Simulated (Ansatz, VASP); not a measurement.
**In: VASP beside Ansatz**

```
In
1.0
     3.26739    0.00000    0.00000
    -1.63370    2.82965    0.00000
     0.00000    0.00000    5.39668
In
2
Direct
  0.66667 0.33333 0.75000
  0.33333 0.66667 0.25000
```

This isn't the form of In at room conditions, which is tetragonal.

Alike in both runs: task single point; functional r2SCAN; k mesh 9 × 9 × 5; occupations fermi-dirac, width 0.05 eV; no spin polarisation.

```csv
,VASP,Ansatz
version,VASP 6.6.1,Ansatz 0.2.0
potentials or method,"VASP PAW PBE potentials, release 64 (In_d)",Ansatz PAW
plane-wave cutoff (eV),520,500
valence electrons in the cell,26,26
```

|  | VASP | Ansatz | Ansatz less VASP |
| --- | --- | --- | --- |
| gap on the k mesh at the Fermi level (eV) | none | none | - |
| pressure (GPa) | 2.7 | 2.7 | +0.01 |
| largest component of the traceless stress (GPa) | 0.86 | 0.86 | +0.002 |

A gap of «none» marks a metal or a gap that the smearing closes.

Caveats: the PAW data sets were made with another functional, which shifts forces and pressure a little (VASP); the PAW data sets come from PBE, with cores solved anew for the run's functional, which leaves a small shift of forces and pressure (Ansatz).
